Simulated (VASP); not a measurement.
CsI (CsCl type): computed properties

These are LDA (Ceperley-Alder, Perdew-Zunger), VASP's LDA PAW potentials (set 64) (plane waves; VASP 6.6.1) values and carry that method's errors.

```json
{
  "space_group": "Pm-3m (221)",
  "cell": "a = b = c = 4.4084 Å, α = β = γ = 90.00°",
  "volume_per_atom": "42.84 Å^3/atom",
  "band gap (over mesh and band path)": "3.78 eV",
  "smallest direct gap (over mesh and band path)": "3.84 eV",
  "hill_bulk_modulus": "16.9 GPa",
  "hill_shear_modulus": "10.2 GPa",
  "Poisson's ratio": "0.249",
  "band_edge_character_without_spin_orbit_coupling": "indirect, M to Γ",
  "band_gap_with_spin_orbit_coupling": "3.49 eV",
  "density": "5.04 g/cm³",
  "optical Γ-point spectrum": "68 (×3) cm⁻¹",
  "C11": "29.6 GPa",
  "C12": "10.5 GPa",
  "C44": "10.6 GPa"
}
```

```cif
data_CsI
_chemical_formula_sum 'Cs1 I1'
_space_group_name_H-M_alt 'Pm-3m'
_space_group_IT_number 221
_space_group_name_Hall '-P 4 2 3'
_cell_length_a 4.40843
_cell_length_b 4.40843
_cell_length_c 4.40843
_cell_angle_alpha 90.000
_cell_angle_beta 90.000
_cell_angle_gamma 90.000
loop_
_atom_site_label
_atom_site_type_symbol
_atom_site_symmetry_multiplicity
_atom_site_Wyckoff_symbol
_atom_site_fract_x
_atom_site_fract_y
_atom_site_fract_z
_atom_site_occupancy
Cs1 Cs 1 a 0.00000 0.00000 0.00000 1
I1 I 1 b 0.50000 0.50000 0.50000 1
```

Measured: gap 6.20 eV (computed value off by -2.42 eV), as given by Aguado et al., (1998), arXiv:cond-mat/9809176. Unless said otherwise, spin-orbit coupling is left out, though it shifts the bands of the heavy elements here.

The compound is CsI in the CsCl type structure. It was relaxed first, which changed the volume by -10 %. Symmetry was kept, so distortions that lower it aren't found.
